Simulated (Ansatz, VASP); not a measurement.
# GaSb in two plane-wave programs, part 2 of 2

One calculation is typed for both programs; each brings its own data sets. How far apart do they land? The cell is taken from a series of runs on this material, whose earlier steps may have relaxed, scaled, displaced or heated it; both programs get it as it stands.

VASP 6.6.1 and Ansatz 0.2.0.

So far: The structure; VASP: zone-centre phonons, LDA.

## 3. Ansatz: zone-centre phonons, LDA

Level of this step: Ansatz beside VASP: Kohn-Sham DFT, plane waves, LDA (Ansatz).

Ansatz runs on its PAW soft_1 files.

The same cell, functional (in two slightly different forms), mesh and smearing now go to Ansatz, which takes its cutoff from its data sets.

The input, input.yaml:

```yaml
crystal:
  lattice:
    - [0.0, 3.1453407822, 2.9090390954]
    - [3.1453407822, 0.0, 2.9090390954]
    - [3.1453407822, 3.1453407822, 0.0]
  atoms:
    - { symbol: Ga, position: [0.0, 0.0, 0.0] }
    - { symbol: Sb, position: [0.75, 0.75, 0.75] }
kpoints:
  mp_grid: { grid: [12, 12, 12] }
hamiltonian:
  xc: lda
  pseudopotentials: { kind: paw, azcp: { folder: soft_1 }, xc_functional: pbe }
scf:
  occupations: { method: methfessel_paxton, width: 0.2 }
output:
  eigenvalues: true
phonons:
  method: dfpt
```

On the command line:

```console
$ ansatz run input.yaml --threads 4 --pin off --max-ram 10240MiB --backend cpu --events-out ev --progress --plain --runs-dir out
```

Numbers of over 12 decimals in the logs are rounded to 6 here.

Log:

```text
zone centre: on kpoints.mp_grid the ground state, and the responses unless they are solved on pairs of k-points, stand on 280 of the mesh's 1728 k-points, reduced under 4 symmetry operations, with k and −k counted as one. Each operation leaves every solved displacement unchanged or reverses it
Engine: ansatz 0.2.0, x86_64-unknown-linux-gnu
Pseudopotentials: kind: paw
Pseudopotential: Ga, paw, valence charge 13, recommended cutoff 420 eV (normal), soft_1/Ga.paw.azcp
Pseudopotential: Sb, paw, valence charge 15, recommended cutoff 420 eV (normal), soft_1/Sb.paw.azcp
Functional definition: SPW92
  exchange = slater_x
  correlation = pw_c
Crystal: 2 atoms, lattice volume = 57.559 Å³
Basis set: ecut = 420 eV, 1137 PW (Γ), exchange–correlation on 60×60×60 points (8 copies of the dense FFT grid, shifted against one another)
Bands: 18, of which v1, the nominal top of the filled ones, is band 14 counted from 1 (13 counted from 0)
Symmetry: 8 space group operations
k-points: 280 of 1728 (irreducible under 4 space group operations, time reversal used)
Non-local potential: Ga, projectors of the file, l = 0: 2, l = 1: 2, l = 2: 3, l = 3: 1
Non-local potential: Sb, projectors of the file, l = 0: 2, l = 1: 2, l = 2: 2, l = 3: 1
PAW form: soft (Blöchl's): semilocal exchange-correlation on the pseudo side does not see the compensation charge
PAW frozen core: Ga, regenerated for the run's functional, and the local potential with it (the file was generated under x = pbe(κ = 0.804, μ = 0.219515), c = pbe(β = 0.066725))
PAW frozen core: Sb, regenerated for the run's functional, and the local potential with it (the file was generated under x = pbe(κ = 0.804, μ = 0.219515), c = pbe(β = 0.066725))
PAW one-centre angular grid: Ga, 590 points (default); XC on 64 Gauss nodes
PAW one-centre angular grid: Sb, 590 points (default); XC on 64 Gauss nodes
Initial density: superposition of atomic densities (chi_scale 0.1, normalization cell, long waves kept (reshape's long-wave potential 0.00 eV rms))
Initial wavefunctions: pseudopotential atomic-orbital guess
Functional: x = slater, c = lda
SCF iter   1: F=—  HF=-10043.202188 eV  |F-HF|=—  |Δ(HF+E_count)|=         —  Δρ=3.01e-2  dr2=4.31e-1  ethr=3.10e-3  ⟨swp⟩=5.5  Hψ=25366  notcnv=0
preconditioner: auto → none  [insulator: Δε(μ)=0.217 eV  Ē_g=14.774 eV  σ=0.200 eV  W_gap=0.79  n_scr=14 (ndim 8)  ℏωp=20.8 eV  f_vac=0.006  D(μ)=0.05/eV (n_scr^D=0)  ε∞_Penn≈3.0]
SCF iter   2: F=—  HF=-10043.091192 eV  |F-HF|=—  |Δ(HF+E_count)|=   1.11e-1  S|Δr|=    0.00e0  Δρ=1.34e-2  dr2=6.61e-2  ethr=1.54e-3  ⟨swp⟩=2.0  Hψ=8431  notcnv=0
SCF iter   3: F=—  HF=-10043.082953 eV  |F-HF|=—  |Δ(HF+E_count)|=   8.24e-3  S|Δr|=    0.00e0  Δρ=4.92e-3  dr2=1.37e-2  ethr=2.36e-4  ⟨swp⟩=2.0  Hψ=8511  notcnv=0
SCF iter   4: F=—  HF=-10043.077194 eV  |F-HF|=—  |Δ(HF+E_count)|=   5.76e-3  S|Δr|=    0.00e0  Δρ=8.63e-4  dr2=2.43e-4  ethr=4.90e-5  ⟨swp⟩=2.0  Hψ=7561  notcnv=0
SCF iter   5: F=—  HF=-10043.077131 eV  |F-HF|=—  |Δ(HF+E_count)|=   6.30e-5  S|Δr|=    0.00e0  Δρ=4.24e-4  dr2=3.36e-5  ethr=8.66e-7  ⟨swp⟩=2.0  Hψ=7562  notcnv=0
SCF iter   6: F=—  HF=-10043.077128 eV  |F-HF|=—  |Δ(HF+E_count)|=   2.78e-6  S|Δr|=    0.00e0  Δρ=2.09e-5  dr2=1.61e-7  ethr=1.20e-7  ⟨swp⟩=2.0  Hψ=7857  notcnv=0
SCF iter   7: F=—  HF=-10043.077128 eV  |F-HF|=—  |Δ(HF+E_count)|=   2.19e-7  S|Δr|=    0.00e0  Δρ=4.19e-6  dr2=5.62e-9  ethr=5.76e-10  ⟨swp⟩=3.0  Hψ=10590  notcnv=0
SCF iter   8: F=—  HF=-10043.077128 eV  |F-HF|=—  |Δ(HF+E_count)|=  4.73e-10  S|Δr|=    0.00e0  Δρ=7.83e-7  dr2=2.33e-10  ethr=2.01e-11  ⟨swp⟩=3.0  Hψ=9318  notcnv=0
SCF iter   9: F=-10043.077128 eV  HF=-10043.077128 eV  |F-HF|=3.64e-12  |Δ(HF+E_count)|=  1.11e-10  S|Δr|=    0.00e0  Δρ=8.03e-8  dr2=2.43e-12  ethr=1.00e-12  ⟨swp⟩=4.6  Hψ=25935  notcnv=0
SCF 1 converged in 9 iterations: F = -10043.077128 eV  dr2 = 2.43e-12
  greatest PAW one-centre occupation: 0.996 electrons in one spin orbital (limit 2), on the Sb atom at site 1 (counted from 0), in its partial waves of l = 2
DFPT response loops at Γ: preconditioner auto → Kerker (q_TF=auto, 2.420 Å⁻¹) (partly filled bands, converged f_vac=0.076); β = 1.00, the filter's whole step (`scf.mixing.beta` (0.50) is not read by the response loops under this deck's `scf.mixing.preconditioner`; to damp them name `kerker` or `kerker_dos`, under which they read `scf.mixing.beta`, and type it under 1.00, their step now; both keys bind the ground state too); Broyden in place of MSR1
SCF converged after 9 iterations
Stability not checked: this state was not tested for a lower state beside it, because cold or Methfessel-Paxton smearing, or corrected tetrahedra, fill the levels in a way that the test cannot read (fill_not_monotonic; see scf.lower_state_search)
Free energy (F): -10043.077128 eV
Harris-Foulkes:  -10043.077128 eV  (|F-HF|=3.64e-12)
Internal energy: -10043.077494 eV  (E = F + TS)
E sigma→0 (E₀):  -10043.077220 eV
Entropy (-TS):   0.000365 eV (0.183 meV/atom)
Fermi energy:    7.540031 eV
Step filling:    the computed levels leave a gap of 0.1853 eV = 0.9 smearing widths at the electron count; against every level under it full and every level over it empty, smearing changes F+E_penalty+E_count by +0.223 meV and its σ→0 estimate by +0.132 meV
--- Per-component energies (eV) ---
  E_band       = -268.835062
  E_kinetic    = 276.651542
  E_local      = -3390.561615  (includes V_loc(G=0)·N_el)
  E_nonlocal   = 302.476463
  E_hartree    = 1729.805616
  E_xc         = -161.072838
  E_vxc        = -147.020050  (∫ρ·V_xc dr)
  E_paw        = -6310.941086  (= ΣΔE_a)
  E_vpaw       = -769.992580  (= ΣTr[D̂ρ^β])
  E_aug_tail   = -0.000083  (compensation charges beyond the density's cutoff)
  E_ewald      = -2491.722784
  E_core_change = 2.287292  (= ΣΔE_core)
  E_smearing   = 0.000365  (= −TS)
  E_closure    = 0.000000  (closes the sum)
  Σ components = -10043.077128   (vs F -10043.077128, Δ=0.00e0)
--- Band table (eV; the first three rows and the last of 280) ---
  k-point 0: bands = [... 10 lower, -4.0600, 7.1765, 7.2914, 7.2914, 7.6894, 10.0858, 10.3146, 10.3146]
  k-point 1: bands = [... 10 lower, -3.9892, 6.0005, 7.1586, 7.4464, 8.1852, 10.1978, 10.4725, 10.5788]
  k-point 2: bands = [... 10 lower, -3.7810, 4.6481, 6.8552, 7.2091, 8.2953, 10.6135, 10.7951, 11.3861]
  k-point 279: bands = [... 10 lower, -1.4890, 0.8589, 4.5911, 4.5911, 7.9039, 8.3280, 16.0561, 16.0561]
--- Phonons (Γ-DFPT): 4 representative perturbations + reference, on 280 of 1728 k-points (Σ response iterations 12) ---
  k mesh reduced under 4 symmetry operations, with k and −k counted as one. Each operation leaves every solved displacement unchanged or reverses it
  ASR residual: 3.641e-5 → 0.000e0 eV/Å²; symmetrization residual: 1.559e-5 eV/Å²
  ASR residual per site (eV/Å²): 2.39e-5 3.64e-5
  Γ frequencies (cm⁻¹): 0.00 0.00 0.00 210.81 210.81 210.95
  non-analytic LO–TO correction: not included (Born effective charges unavailable; polar crystals: no LO–TO splitting at Γ)
```

Reading the cycles: dr2 is the Hartree energy of the density residual (eV), the measure of convergence; HF is the Harris–Foulkes estimate of the energy, which meets the free energy F at convergence.

## 4. Differences

Known differences besides the potentials themselves: the data sets hold 28 valence electrons in Ansatz (on its PAW soft_1 files) and 18 in VASP; the cutoff is 420 eV in Ansatz and 500 eV in VASP; VASP's log shows a relativistic correction to its local exchange, Ansatz's none. Total energies have different zeros and are not compared.

Compared:

```csv
quantity,Ansatz,VASP,difference
optical mode 1 to 3 (cm⁻¹),210.8,212.5,-0.78 %
```

Modes are paired by rising frequency, not by their patterns, so a pair may set unlike modes beside each other; they are those without the splitting of longitudinal modes.

## 5. What came out

```yaml
r_m_s_difference_of_the_optical_zone_centre_modes_each_program_s_sorted_by_frequency_zone_centre_phonons_lda: 1.7 cm⁻¹
difference_in_optical_mode_1_to_3_zone_centre_phonons_lda: -0.8 %
```

What this shows: The r.m.s. difference of the optical zone-centre modes, each program's sorted by frequency is 1.7 cm⁻¹ (zone-centre phonons, LDA). The data sets hold unlike numbers of valence electrons (28 in Ansatz and 18 in VASP), so part of the differences comes from the potentials. Among the rows given in per cent, the largest difference of the zone-centre phonons, LDA pair is in optical mode 1 to 3, -0.8 %. Such differences can come from data sets, numerical settings and the points named under the comparisons, not from the functional's error against experiment.

[Lines on the potential files, build, host, timing and source positions are cut from VASP's logs without a mark.]

[Logs are printed without paths, hosts, clocks, repeated set-up lines and the standing remarks that a program may print on its own settings, such as how far it seeks lower states.]

[Hosts, paths, dates, database ids (printed as entryN), source tags and the programs' standing remarks are cut or masked in the printed files.]
